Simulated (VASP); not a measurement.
Input of a VASP 6.6.1 run:

The input INCAR:

```
SYSTEM = GaAs
PREC = Accurate
ENCUT = 520
EDIFF = 1E-7
ISMEAR = 0
SIGMA = 0.01
LREAL = .FALSE.
LASPH = .TRUE.
NELM = 100
ALGO = Normal
ISIF = 2
LWAVE = .FALSE.
LCHARG = .FALSE.
GGA = PS
NBANDS = 16
```

KPOINTS

```
Automatic mesh
0
G
  10 10 10
  0 0 0
```

File POSCAR:

```
GaAs
1.0
    0.0000000000      2.8289764091      2.8289764091
    2.8289764091      0.0000000000      2.8289764091
    2.8289764091      2.8289764091      0.0000000000
Ga As
1 1
Direct
    0.0000000000      0.0000000000      0.0000000000
    0.7500000000      0.7500000000      0.7500000000
```

Potentials or basis: VASP PAW PBE potentials, release 64 (Ga_d, As).

Launch:

```sh
$ cat potpaw_PBE.64/Ga_d/POTCAR potpaw_PBE.64/As/POTCAR > POTCAR
$ mpirun -np 1 vasp_std > vasp.out
```

Task: Estimate the pressure.

Result: 0.2 GPa.

Task: Estimate the band gap on the k mesh.

Result: 0.44 eV, direct.

Caveat: the PAW data sets were made with another functional, which shifts forces and pressure a little.

**Experimental background.**

From “Evidence of valence band perturbations in GaAsN/GaAs(001): A combined variable-angle spectroscopic ellipsometry and modulated photoreflectance investigation”, 2008, arxiv:0805.2212, for a bulk crystal of GaAs at 300 K: band gap 1.418 ± 0.005 eV (direct).

Against the measured gap of GaAs, 1.418 eV (direct; 300 K; “Evidence of valence band perturbations in GaAsN/GaAs(001): A combined variable-angle spectroscopic ellipsometry and modulated photoreflectance investigation”, 2008, arxiv:0805.2212), the calculated 0.44 eV is off by -0.98 eV. 3 values of this kind are on record (1.412 to 1.51 eV); this one was drawn at random among those near their median, those with a stated uncertainty first. Spin-orbit coupling on As, Ga is left out. The value is that of PBEsol on a finite k mesh, which can miss the band edges, without temperature or zero-point motion. Semilocal functionals fall short of measured gaps as a rule. The cell is a database's relaxed one, not the measured one, which moves gaps too.
